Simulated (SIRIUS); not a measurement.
# W (Im-3m) in SIRIUS: further runs

The runs below take W through single point, with PBE.

Program: SIRIUS 7.12.0. These are calculated values, not measurements. Logs are shortened: lines on timing, memory, paths and dates and some standing lists are left out, and cuts for length are marked. The log counts tension as positive stress, the text compression.

## (1) The crystal as given

The structure is cubic, space group Im-3m (No. 229). Conventional cell: a = 3.165 Å, b = 3.165 Å, c = 3.165 Å, α = 90.00°, β = 90.00°, γ = 90.00°. Around W (site symmetry m-3m) lie 8 W at 2.74 Å.

## (2) Single point, PBE

Input file sirius.json:

```json
{
  "control": {
    "processing_unit": "cpu",
    "verbosity": 2,
    "num_bands_to_print": 14,
    "print_forces": true,
    "print_stress": true
  },
  "parameters": {
    "electronic_structure_method": "pseudopotential",
    "xc_functionals": ["XC_GGA_X_PBE", "XC_GGA_C_PBE"],
    "gk_cutoff": 7.8,
    "pw_cutoff": 22.1,
    "ngridk": [12, 12, 12],
    "shiftk": [0, 0, 0],
    "smearing": "fermi_dirac",
    "smearing_width": 0.0018374661,
    "num_bands": 14,
    "num_mag_dims": 0,
    "num_dft_iter": 100,
    "energy_tol": 1e-08,
    "density_tol": 1e-06
  },
  "iterative_solver": {
    "type": "davidson",
    "min_tolerance": 1e-10
  },
  "mixer": {
    "type": "anderson",
    "beta": 0.7,
    "max_history": 8
  },
  "settings": {
    "tol_ne": 1e-10
  },
  "unit_cell": {
    "lattice_vectors": [
      [-2.990198684671, 2.990198684671, 2.990198684671],
      [2.990198684671, -2.990198684671, 2.990198684671],
      [2.990198684671, 2.990198684671, -2.990198684671]
    ],
    "atom_coordinate_units": "lattice",
    "atom_types": ["W"],
    "atom_files": {
      "W": "W.json"
    },
    "atoms": {
      "W": [
        [0.0, 0.0, 0.0]
      ]
    }
  }
}
```

Potentials or basis: SSSP 1.3.0 PBE efficiency.

Launch:

```console
upf_to_json W_pbe_v1.2.uspp.F.UPF
OMP_NUM_THREADS=1 sirius.scf --input=sirius.json --output=out.json --task=0
```

Standard output:

```text
[info] SIRIUS version : 7.12.0
[info] number of MPI ranks           : 1
[info] MPI grid                      : 1 1
[info] maximum number of OMP threads : 1
[fft] FFT context for density and potential
[fft] =====================================
[fft]   comm size                             : 1
[fft]   plane wave cutoff                     : 22.1
[fft]   grid size                             : 40 40 40   total : 64000
[fft]   grid limits                           : -19 20   -19 20   -19 20
[fft]   number of G-vectors within the cutoff : 9739
[fft]   local number of G-vectors             : 9739
[fft]   number of G-shells                    : 521
[fft] FFT context for coarse grid
[fft] =====================================
[fft]   comm size                             : 1
[fft]   plane wave cutoff                     : 15.6
[fft]   grid size                             : 30 30 30   total : 27000
[fft]   grid limits                           : -14 15   -14 15   -14 15
[fft]   number of G-vectors within the cutoff : 3410
[fft]   local number of G-vectors             : 3410
[fft]   number of G-shells                    : 202
[unit cell] lattice vectors
[unit cell]   a1 :      -2.9901986847      2.9901986847      2.9901986847
[unit cell]   a2 :       2.9901986847     -2.9901986847      2.9901986847
[unit cell]   a3 :       2.9901986847      2.9901986847     -2.9901986847
[unit cell] reciprocal lattice vectors
[unit cell]   b1 :       0.0000000000      1.0506300701      1.0506300701
[unit cell]   b2 :       1.0506300701      0.0000000000      1.0506300701
[unit cell]   b3 :       1.0506300701      1.0506300701      0.0000000000
[unit cell] unit cell volume :       106.94491255 [a.u.^3]
[unit cell] 1/sqrt(omega)    :         0.09669854
[unit cell] MT volume        :         0.00000000 ( 0.00%)
[unit cell] IT volume        :       106.94491255 (100.00%)
[unit cell] number of atom types : 1
[unit cell] type id : 0 symbol :  W mt_radius : 205.008899 num_atoms : 1
[unit cell] total number of atoms : 1
[unit cell] number of symmetry classes : 1
[unit cell] number of PAW atoms : 0
[unit cell] atom id  type id  class id             position                      vector_field
[unit cell] ------------------------------------------------------------------------------------------
[unit cell]      0        0        0      0.00000   0.00000   0.00000      0.00000   0.00000   0.00000
[unit cell] atom id         position (Cartesian, a.u.)
[unit cell] ---------------------------------------------
[unit cell]      0       0.000000    0.000000    0.000000
[unit cell] class id : 0 atom id : 0
[unit cell] minimum bond length:     5.179176
[unit cell] total number of pseudo wave-functions: 13
[sym] space group number   : 229
[sym] international symbol : Im-3m
[sym] Hall symbol          : -I 4 2 3
[sym] space group transformation matrix :
[sym]  -0.5000  0.5000  0.5000
[sym]   0.5000 -0.5000  0.5000
[sym]   0.5000  0.5000 -0.5000
[sym] space group origin shift :
[sym]   0.0000  0.0000  0.0000
[sym] number of space group operations  : 48
[sym] number of magnetic group operations : 48
[sym] metric tensor error: 7.1054e-15
[sym] rotation matrix error: 0.0000e+00
[sym] symmetry operations
[... list of symmetry operations ...]
[atom type] label          : W
[atom type] --------------------------------------------------------------------------------
[atom type] symbol         : W
[atom type] name           :
[atom type] zn             : 14
[atom type] mass           : 0
[atom type] mt_radius      : 205.009
[atom type] num_mt_points  : 923
[atom type] grid_origin    : 0
[atom type] grid_name      : external
[atom type] number of core electrons    : 0
[atom type] number of valence electrons : 14
[atom type] total number of radial functions : 8
[... 167 lines left out ...]
[find] Free energy (E-TS)             :     -79.57135584 (Ha),    -159.14271167 (Ry)
[find] band gap (eV)                  :       0.00000000
[find] Efermi                         :       0.83029158
[find] iteration : 3, RMS (target) : 1.8245e-03 (1.0000e-06) , energy difference (target) : -3.8508e-05 (1.0000e-08)
[find] | SCF iteration   4 out of 100|
[diagonalize] iterative solver tolerance (occupied, empty): 0.000182455 0.000182455
[diagonalize] average number of iterations: 1.29167
[find] Total energy                   :     -79.57118873 (Ha),    -159.14237746 (Ry)
[... 108 lines left out ...]
[find] | SCF iteration  18 out of 100|
[diagonalize] iterative solver tolerance (occupied, empty): 1.37619e-09 1.37619e-09
[diagonalize] average number of iterations: 1.18056
[find] Total energy                   :     -79.57119228 (Ha),    -159.14238456 (Ry)
[find] Free energy (E-TS)             :     -79.57136693 (Ha),    -159.14273386 (Ry)
[find] band gap (eV)                  :       0.00000000
[find] Efermi                         :       0.83029473
[find] iteration : 18, RMS (target) : 7.8064e-05 (1.0000e-06) , energy difference (target) : 1.9924e-09 (1.0000e-08)
[find] bands are converged : true
[find] iterative solver converged : false
[find] +------------------------------+
[find] | SCF iteration  19 out of 100|
[find] +------------------------------+
[diagonalize] iterative solver tolerance (occupied, empty): 6.88094e-10 6.88094e-10
[diagonalize] average number of iterations: 1.15278
[diagonalize] Lowest band energies
[diagonalize] ik:    0   -1.892948   -0.553996   -0.553996   -0.553996    0.478998    0.788182    0.788182    0.788182    0.916411    0.916411    1.366473    1.366473    1.366473    1.819749
[diagonalize] ik:    1   -1.892620   -0.557419   -0.555065   -0.554013    0.491260    0.780827    0.786303    0.800139    0.905365    0.916579    1.376563    1.387156    1.395564    1.727840
[diagonalize] ik:    2   -1.891722   -0.566563   -0.557953   -0.554059    0.524792    0.762321    0.777048    0.835093    0.890820    0.918257    1.393506    1.445370    1.451927    1.639136
[diagonalize] ik:    3   -1.890491   -0.578606   -0.561831   -0.554123    0.567896    0.739980    0.765423    0.890078    0.893511    0.923601    1.374939    1.439613    1.532740    1.630475
[diagonalize] ik:    4   -1.889253   -0.590179   -0.565633   -0.554191    0.597584    0.720169    0.779314    0.907111    0.933145    0.958844    1.320776    1.354821    1.604392    1.639974
[diagonalize] ...
[diagonalize] ik:   67   -1.885266   -0.590755   -0.582820   -0.579284    0.643871    0.655207    0.883058    0.889931    1.031830    1.125504    1.187207    1.270586    1.547513    1.618053
[diagonalize] ik:   68   -1.885053   -0.588877   -0.585760   -0.580225    0.640193    0.644949    0.882733    0.952739    1.002262    1.123402    1.211241    1.233653    1.534423    1.641149
[diagonalize] ik:   69   -1.884846   -0.587068   -0.584837   -0.584837    0.631930    0.637561    0.949494    0.949494    0.999796    1.069152    1.236856    1.236856    1.486273    1.650561
[diagonalize] ik:   70   -1.884593   -0.588091   -0.585968   -0.585034    0.626159    0.628209    0.966868    0.971138    1.025556    1.134505    1.160723    1.191216    1.472048    1.661850
[diagonalize] ik:   71   -1.884347   -0.587108   -0.587108   -0.587108    0.618998    0.618998    1.023304    1.023304    1.023304    1.136229    1.136229    1.136229    1.426345    1.684356
[find] Charges and magnetic moments
[find] --------------------------------------------------------------------------------
[find] total charge          : 14.000000
[find] Energy
[find] --------------------------------------------------------------------------------
[find] valence_eval_sum               :      -2.97723795
[find] <rho|V^{XC}>                   :     -11.49732302
[find] <rho|E^{XC}>                   :     -20.63263625
[find] <mag|B^{XC}>                   :       0.00000000
[find] <rho|V^{H}>                    :      15.64598638
[find] one-electron contribution      :      -7.12590131 (Ha),     -14.25180263 (Ry)
[find] hartree contribution           :       7.82299319
[find] xc contribution                :     -20.63263625
[find] ewald contribution             :     -59.63564894
[find] PAW contribution               :       0.00000000
[find] smearing (-TS)                 :      -0.00017465
[find] SCF correction                 :       0.00000104
[find] Total energy                   :     -79.57119228 (Ha),    -159.14238456 (Ry)
[find] Free energy (E-TS)             :     -79.57136693 (Ha),    -159.14273386 (Ry)
[find] band gap (eV)                  :       0.00000000
[find] Efermi                         :       0.83029511
[find] iteration : 19, RMS (target) : 8.1661e-07 (1.0000e-06) , energy difference (target) : 1.0799e-09 (1.0000e-08)
[find] bands are converged : true
[find] iterative solver converged : false
[find] converged after 20 SCF iterations!
[find] Charges and magnetic moments
[find] --------------------------------------------------------------------------------
[find] total charge          : 14.000000
[find] Energy
[find] --------------------------------------------------------------------------------
[find] valence_eval_sum               :      -2.97723795
[find] <rho|V^{XC}>                   :     -11.49732302
[find] <rho|E^{XC}>                   :     -20.63263625
[find] <mag|B^{XC}>                   :       0.00000000
[find] <rho|V^{H}>                    :      15.64598638
[find] one-electron contribution      :      -7.12590131 (Ha),     -14.25180263 (Ry)
[find] hartree contribution           :       7.82299319
[find] xc contribution                :     -20.63263625
[find] ewald contribution             :     -59.63564894
[find] PAW contribution               :       0.00000000
[find] smearing (-TS)                 :      -0.00017465
[find] SCF correction                 :       0.00000104
[find] Total energy                   :     -79.57119228 (Ha),    -159.14238456 (Ry)
[find] Free energy (E-TS)             :     -79.57136693 (Ha),    -159.14273386 (Ry)
[find] band gap (eV)                  :       0.00000000
[find] Efermi                         :       0.83029511
[ground_state] === stress tensor components [kbar] ===
[ground_state] === stress_kin ===
[ground_state] -43103.705114    0.000000    0.000000
[ground_state]     0.000000-43103.705114   -0.000000
[ground_state]     0.000000   -0.000000-43103.705114
[ground_state] === stress_har ===
[ground_state] -7173.798494    0.000000   -0.000000
[ground_state]     0.000000-7173.798494    0.000000
[ground_state]    -0.000000    0.000000-7173.798494
[ground_state] === stress_ewald ===
[ground_state] 54686.757117    0.000000    0.000000
[ground_state]     0.00000054686.757117    0.000000
[ground_state]     0.000000    0.00000054686.757117
[ground_state] === stress_vloc ===
[ground_state] -35121.350971    0.000000    0.000000
[ground_state]     0.000000-35121.350971    0.000000
[ground_state]     0.000000    0.000000-35121.350971
[ground_state] === stress_xc ===
[ground_state] -24648.825571    0.000000    0.000000
[ground_state]     0.000000-24648.825571   -0.000000
[ground_state]     0.000000   -0.000000-24648.825571
[ground_state] === stress_core ===
[ground_state] 35983.528609    0.000000    0.000000
[ground_state]     0.00000035983.528609    0.000000
[ground_state]     0.000000    0.00000035983.528609
[ground_state] === stress_nonloc ===
[ground_state] 18273.786437    0.000000   -0.000000
[ground_state]     0.00000018273.786437    0.000000
[ground_state]    -0.000000    0.00000018273.786437
[ground_state] === stress_us ===
[ground_state]  1042.720393    0.000000    0.000000
[ground_state]     0.000000 1042.720393   -0.000000
[ground_state]     0.000000   -0.000000 1042.720393
[ground_state] === stress_us_nl ===
[ground_state] 19316.506830    0.000000   -0.000000
[ground_state]     0.00000019316.506830    0.000000
[ground_state]    -0.000000    0.00000019316.506830
[ground_state] === stress_total ===
[ground_state]   -60.887593    0.000000   -0.000000
[ground_state]     0.000000  -60.887593    0.000000
[ground_state]    -0.000000    0.000000  -60.887593
[ground_state] ==== total Forces in Ha/bohr =====
[ground_state] atom:    0, force:       0.0000000      0.0000000      0.0000000
[... 8 lines left out ...]
[ground_state] ==== Ewald forces from ions =====
[ground_state] atom:    0, force:       0.0000000      0.0000000      0.0000000
[~DFT_ground_state] local op. applied: 39057
[~DFT_ground_state] evp. work count: 11014.6
[~DFT_ground_state] number of iterative solver steps: 1957
```

Run time: 15 s. Hardware: 1 thread of AMD EPYC 9R45 (Zen 5), shared host; peak memory 0.32 GiB.

Results:

- Free energy: -2165.2472 eV
- Pressure: 6.1 GPa
- Band gap on the k mesh: none (metal or under the smearing width)

## (3) Single point, PBE

Changes to sirius.json since step 2:

```diff
@@ -4,3 +4,3 @@
     "verbosity": 2,
-    "num_bands_to_print": 14,
+    "num_bands_to_print": 22,
     "print_forces": true,
@@ -11,4 +11,4 @@
     "xc_functionals": ["XC_GGA_X_PBE", "XC_GGA_C_PBE"],
-    "gk_cutoff": 7.8,
-    "pw_cutoff": 22.1,
+    "gk_cutoff": 9.0,
+    "pw_cutoff": 18.0,
     "ngridk": [12, 12, 12],
@@ -17,3 +17,3 @@
     "smearing_width": 0.0018374661,
-    "num_bands": 14,
+    "num_bands": 22,
     "num_mag_dims": 0,
@@ -33,3 +33,4 @@
   "settings": {
-    "tol_ne": 1e-10
+    "tol_ne": 1e-10,
+    "pseudo_grid_cutoff": 6.5
   },
```

Potentials or basis: SG15 1.2 PBE (norm-conserving).

Launch:

```console
upf_to_json W_ONCV_PBE-1.2.upf
OMP_NUM_THREADS=1 sirius.scf --input=sirius.json --output=out.json --task=0
```

Run time: 9.7 s. Hardware: 1 thread of AMD EPYC 9R45 (Zen 5), shared host; peak memory 0.25 GiB.

Results (log left out):

| Property | Result |
| --- | --- |
| Free energy | -7401.0270 eV |
| Pressure | 6.2 GPa |
| Band gap on the k mesh | none (metal or under the smearing width) |

## (4) The reference run

An earlier run on the cell as given: functional PBEsol; potentials or basis PseudoDojo 0.4.1 PBEsol standard (scalar relativistic); cutoff 1030 eV; density cutoff 4119 eV; k mesh 12 × 12 × 12; occupations fermi-dirac, width 0.05 eV; no spin polarisation.

* Pressure: -2.8 GPa
* Band gap on the k mesh: none (metal or under the smearing width)

## (5) Overview

| level | potentials or basis | cutoff (eV) | radial cutoff for the potentials' integrals | gap on the mesh (eV) | pressure (GPa) |
| --- | --- | --- | --- | --- | --- |
| PBE | SSSP 1.3.0 PBE efficiency | 828 | - | none | 6.1 |
| PBE | SG15 1.2 PBE (norm-conserving) | 1102 | 6.5 bohr | none | 6.2 |
| PBEsol | PseudoDojo 0.4.1 PBEsol standard (scalar relativistic) | 1030 | 6.5 bohr | none | -2.8 |

Alike in all rows: task single point; no spin polarisation; cell as given; k mesh 12 × 12 × 12; smearing fermi-dirac 0.05 eV.

Total energies depend on the potentials used, so only differences within one code and one set of settings carry meaning.
